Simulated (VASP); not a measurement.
System: HfN (rock salt type, first atom moved by 0.06 Å along [111]), 2 atoms in the cell.

```xyz
2
Lattice="0.0000 2.2650 2.2650 2.2650 0.0000 2.2650 2.2650 2.2650 0.0000" Properties=species:S:1:pos:R:3 pbc="T T T"
Hf    0.0346    0.0346    0.0346
N     2.2650    2.2650    2.2650
```

Code and potentials: VASP, Hf_sv_GW/N_GW, 900 eV. Settings: k-mesh 4×4×4 Γ-centred; Fermi–Dirac smearing of 0.1 eV; no spin polarisation; no spin–orbit coupling. For HSE06: HFSCREEN = 0.208; HFRCUT = 0; PRECFOCK = Normal.

Plain PBE gives:

```yaml
Pressure: 3.84 GPa
```

```
atom  Fx (eV/Å)  Fy (eV/Å)  Fz (eV/Å)
 Hf1     -0.402     -0.402     -0.402
  N2      0.402      0.402      0.402
```

**Question.** What changes under HSE06?

**Answer.** The pressure decreases by 7.50 GPa to -3.66 GPa; the forces move by 9 meV/Å (rms):

| atom | Fx (eV/Å) | Fy (eV/Å) | Fz (eV/Å) |
| --- | --- | --- | --- |
| Hf1 | -0.397 | -0.397 | -0.397 |
| N2 | 0.397 | 0.397 | 0.397 |

VASP prints the stress at a fixed plane-wave basis, so it holds the Pulay stress of this cutoff.

The k-mesh is coarse, so these values belong to this mesh and can lie far from the converged ones. Potentials made with PBE were used with another functional (at least in: VASP, Hf_sv_GW/N_GW, 900 eV (HSE06)).
